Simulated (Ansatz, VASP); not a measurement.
Two plane-wave programs on AlN

```xyz
8
Lattice="4.4032 0.0000 0.0000 0.0000 -4.4032 0.0000 0.0000 0.0000 -4.4032" Properties=species:S:1:pos:R:3 pbc="T T T"
Al    0.0000    0.0000    0.0000
Al    2.2016   -2.2016    0.0000
Al    2.2016    0.0000   -2.2016
Al    0.0000   -2.2016   -2.2016
N     3.3024   -3.3024   -3.4524
N     1.1008   -1.1008   -3.3024
N     1.1008   -3.3024   -1.1008
N     3.3024   -1.1008   -1.1008
```

Alike in both runs: task single point; functional PBE; k mesh 6 × 6 × 6; occupations gaussian, width 0.05 eV; no spin polarisation.

|  | VASP | Ansatz |
| --- | --- | --- |
| version | VASP 6.6.1 | Ansatz 0.2.0 |
| potentials or method | VASP PAW PBE potentials, release 64 (Al, N) | scalar-relativistic, plane waves, PAW |
| plane-wave cutoff (eV) | 520 | 420 |
| valence electrons in the cell | 32 | 32 |

|  | VASP | Ansatz | Ansatz less VASP |
| --- | --- | --- | --- |
| gap on the k mesh at the Fermi level (eV) | 3.18 | 3.19 | +0.008 |
| least direct gap on the mesh (eV) | 3.18 | 3.19 | +0.008 |
| pressure (GPa) | 0.5 | 0.7 | +0.26 |
| largest component of the traceless stress (GPa) | 2.35 | 2.33 | -0.013 |
| rms of the force components (eV/Å) | 0.647 | 0.645 | -0.0025 |

With one functional, cell and mesh, what is left measures potentials, basis and numerics.

Caveats: forces of over 1 eV/Å show positions far from the minimum, so gaps and moduli don't describe the material at rest. A k mesh can miss the band edges.
